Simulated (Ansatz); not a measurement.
Cs under strains and displacements

Level of theory: DFT PBEsol, scalar-relativistic, plane waves, PAW in Ansatz.

Plane waves to 420 eV, a k mesh through Γ of 10×10×10 on the computed 1-atom cell and Gaussian smearing (0.10 eV); no spin polarisation.

Reference cell:

```
Cs
1.0
     3.01901   -4.33813    0.00000
     3.01901    4.33813    0.00000
    -2.57494    0.00000    4.41389
Cs
1
Direct
  0.00000 0.00000 0.50000
```

Each variant moves atoms of this cell by the vectors given, if any (Å), and then applies a symmetric strain (tensor components, Cartesian axes). The reference cell isn't relaxed at this level. Energies are per atom at zero smearing, counted from the lowest variant. Pressure is positive in compression.

1. strain (xx yy zz yz xz xy, %) -2.48 -2.68 0.42 0.00 -0.12 0.00
2. strain (xx yy zz yz xz xy, %) 0.87 1.43 7.15 0.00 0.90 0.00
3. strain (xx yy zz yz xz xy, %) -4.75 -1.24 -3.72 0.00 1.60 0.00
4. strain (xx yy zz yz xz xy, %) -0.49 2.86 -4.82 0.00 -1.80 0.00
5. strain (xx yy zz yz xz xy, %) 0.13 -4.88 0.43 0.00 -6.00 0.00

Problem. Order the variants by energy, lowest first.

Solution. 5 (0.0 meV/atom), 4 (1.7 meV/atom), 1 (2.3 meV/atom), 3 (5.7 meV/atom), 2 (19.0 meV/atom). Neighbours within 1 meV/atom are level.

Problem. Order them by pressure, highest first.

Solution. 3 (0.09 GPa), 1 (-0.02 GPa), 5 (-0.03 GPa), 4 (-0.06 GPa), 2 (-0.23 GPa).

This form isn't the element's structure at ambient conditions.